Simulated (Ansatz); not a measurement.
System: PbTe (rock salt type, first atom moved by 0.06 Å along [111]), 2 atoms in the cell.

```yaml
crystal:
  lattice:
    - [0.00000, 3.28500, 3.28500]
    - [3.28500, 0.00000, 3.28500]
    - [3.28500, 3.28500, 0.00000]
  atoms:
    - { symbol: Pb, position: [0.00527, 0.00527, 0.00527] }
    - { symbol: Te, position: [0.50000, 0.50000, 0.50000] }
```
Lattice in Å, positions in fractions of it.

Code and potentials: Ansatz PAW hard set, 700 eV. Settings: k-mesh 4×4×4 Γ-centred; Fermi–Dirac smearing of 0.05 eV; no spin polarisation; no spin–orbit coupling. For HSE06: exchange singularity: Wigner-Seitz. For PBE0: exchange singularity: Wigner-Seitz.

One run gave:

- Pressure: -0.88 GPa
- Gap on the mesh: 1.83 eV

**Question.** Which level of theory was it?
A. PBE0
B. HSE06
C. PBE

**Answer.** A. All runs:

| level | pressure (GPa) | gap (eV) |
| --- | --- | --- |
| PBE | 0.02 | 0.84 |
| HSE06 | -0.90 | 1.25 |
| PBE0 | -0.88 | 1.83 |

The stress includes the program's correction for the finite plane-wave basis.

Where the force pushes the moved atom further off its site, the soft mode may be real or faked by the k-mesh. A gap read on the mesh is an upper bound of this method's gap, since the mesh can miss a band edge. The k-mesh is modest, so these values aren't fully converged in k. Spin–orbit coupling is left out; with heavy elements it can shift the gap and split levels by tenths of an eV. Potentials made with PBE were used with another functional (at least in: Ansatz PAW hard set, 700 eV (HSE06); Ansatz PAW hard set, 700 eV (PBE0)). Semilocal functionals give gaps that mostly lie well below measured ones.
